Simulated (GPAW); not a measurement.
## InP: dielectric tensor with PBE

**What was measured.**

A printed reference work, data compilation reports, for a bulk crystal of InP at 1.6 K: band gap 1.4236 eV (direct).

From a printed reference work, textbook, for a bulk crystal of InP at 300 K: high-frequency dielectric constant 9.61.

The system is InP.

```
CELL_PARAMETERS angstrom
0.00000 2.87068 2.87068
2.87068 0.00000 2.87068
2.87068 2.87068 0.00000
ATOMIC_POSITIONS crystal
In 0.00000 0.00000 0.00000
P 0.75000 0.75000 0.75000
```

* Program: GPAW 26.7.0
* Task: dielectric tensor
* Functional: PBE
* Potentials or basis: GPAW PAW data sets (gpaw-data 1.2.1)
* Cutoff: 450 eV
* Basis: pw
* k mesh: 6 × 6 × 6
* Occupations: fermi-dirac, width 0.001 eV
* Spin: no spin polarisation
* Response ecut: 80 eV
* Maxiter: 150
* Response k mesh: 20 × 20 × 20
* Response bands: 29
* Kernels: ["RPA"]
* Coarser k mesh: 20 × 20 × 20

```json
{
 "Band gap on the k mesh": "1.04 eV, direct",
 "Electronic dielectric tensor (diagonal)": "9.55"
}
```

Electronic dielectric tensor:
```
9.55 0.00 0.00
0.00 9.55 0.00
0.00 0.00 9.55
```

Run time: 94 s on 1 thread of AMD EPYC 7B13 (Zen 3), on a shared host, peak memory 0.48 GiB.

Against the measured gap of InP, 1.4236 eV (direct; 1.6 K; a printed reference work, data compilation), the calculated 1.04 eV is off by -0.39 eV. Spin-orbit coupling on In is left out. The value is that of PBE on a finite k mesh, which can miss the band edges, without temperature or zero-point motion. Semilocal functionals fall short of measured gaps as a rule. Measured high-frequency dielectric constant of InP: 9.61 (300 K; a printed reference work, textbook). This calculation gives 9.55 (-0.6 %).

Caveat: the long-wavelength limit can be off by a per cent or two; spin-orbit coupling is left out, which moves the levels of the heavy elements.
